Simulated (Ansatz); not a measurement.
# SrO: a single-point run

Wanted: a converged single-point run for SrO, and a check of what comes out. The structure is shown as the input types it.

Method: density functional or hybrid calculation with the settings of its input, plane waves (as first typed), in Ansatz 0.2.0.

2 further runs of the same task are left out: 1 for a known fault of the program, 1 that didn't finish.

## Step 1: The system as given

Symmetry: Fm-3m, No. 225, cubic system. Conventional cell: a = 5.160 Å, b = 5.160 Å, c = 5.160 Å, α = 90.00°, β = 90.00°, γ = 90.00°. Around Sr (site symmetry m-3m) lie 6 O at 2.58 Å. Around O (site symmetry m-3m) lie 6 Sr at 2.58 Å.

Structure file:

```xyz
2
Lattice="0.0000 2.5799 2.5799 2.5799 0.0000 2.5799 2.5799 2.5799 0.0000" Properties=species:S:1:pos:R:3 pbc="T T T"
Sr    0.0000    0.0000    0.0000
O     2.5799    2.5799    2.5799
```

## Step 2: The calculation

File input.yaml:

```yaml
crystal:
  lattice:
    - [0.0, 2.5798923266, 2.5798923266]
    - [2.5798923266, 0.0, 2.5798923266]
    - [2.5798923266, 2.5798923266, 0.0]
  atoms:
    - { symbol: Sr, position: [0.0, 0.0, 0.0] }
    - { symbol: O, position: [0.5, 0.5, 0.5] }
kpoints:
  mp_grid: { grid: [6, 6, 6] }
hamiltonian:
  xc: pbesol
scf:
  occupations: { method: fixed }
  n_extra_bands: 4
  max_iter: 3
output:
  forces: true
  stress: true
  eigenvalues: true
```

The run is started by

```bash
$ ansatz run input.yaml --threads 4 --pin off --max-ram 3686MiB --backend cpu --events-out ev --progress --plain --runs-dir out
```

What happens when this is run?

After 3 cycles the loop was ended unconverged. The density residual dr2 fell from 0.0731 to 1.6e-4 eV (threshold 1.0e-7) and was still falling. Its numbers are not properties of the system.

The suspect setting: scf.max_iter is 3. The limit on iterations ended the loop before it was done.

What to do: delete scf.max_iter (the default then holds).
